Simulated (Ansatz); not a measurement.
# WSe2: the cost of one run

Code: Ansatz 0.2.0. PAW datasets, plane waves. Computed at 0 K without zero-point motion; spin polarisation is off.

## Step 1: Starting point

The unstrained cell was relaxed with r2SCAN+rVV10; in each strained cell the atoms were relaxed again with r2SCAN+rVV10. Names of k-points are those of the unstrained zone, where strain can split equivalent points. First state: -0.4 % strain along z alone.

The symmetry is P-6m2 (No. 187, hexagonal); conventional cell a = 3.297 Å, c = 7.155 Å, 22.45 Å³ an atom. Near W stand 6 Se at 2.53 Å; near Se stand 3 W at 2.53 Å.

The structure in full:

```
W Se
1.0
     3.29721    0.00000    0.00000
    -1.64861    2.85547    0.00000
     0.00000    0.00000    7.15482
W Se
1 2
Direct
  0.00000 0.00000 0.00000
  0.33333 0.66667 0.23282
  0.33333 0.66667 0.76718
```

## Step 2: -0.4 % strain along z alone: PBE

input.yaml reads:

```yaml
crystal:
  lattice:
    - [3.2972137488, 0.0, 0.0]
    - [-1.6486068744, 2.8554708682, 0.0]
    - [0.0, 0.0, 7.1548213373]
  atoms:
    - { symbol: W, position: [0.0, 0.0, 0.0] }
    - { symbol: Se, position: [0.3333333333, 0.6666666667, 0.2328179824] }
    - { symbol: Se, position: [0.3333333333, 0.6666666667, 0.7671820176] }
kpoints:
  mp_grid: { grid: [12, 12, 4] }
  band_path:
    path:
      - [0.0, 0.0, 0.0]
      - [0.5, 0.0, 0.0]
      - [0.3333333333, 0.3333333333, 0.0]
      - [0.0, 0.0, 0.5]
      - [0.5, 0.0, 0.5]
      - [0.3333333333, 0.3333333333, 0.5]
      - [0.177083, 0.177083, 0.0]
    npoints: 1
hamiltonian:
  xc: pbe
scf:
  occupations: { method: fermi_dirac, width: 0.02 }
  n_extra_bands: 4
output:
  forces: true
  stress: true
  eigenvalues: true
  write_density: true
  write_potential: true
  elf: true
  volumetric_format: npy
```

On the command line:

```sh
$ ansatz run input.yaml --threads 4 --pin off --max-ram 5529MiB --backend cpu --events-out ev --progress --plain --runs-dir out
```

**Question.** How long does this run take on 4 threads of Intel Xeon Platinum 8259CL at 2.50GHz (Skylake/Cascade Lake), shared host, and how much memory does it need?

About 3.1 s, with a peak of 0.47 GiB.
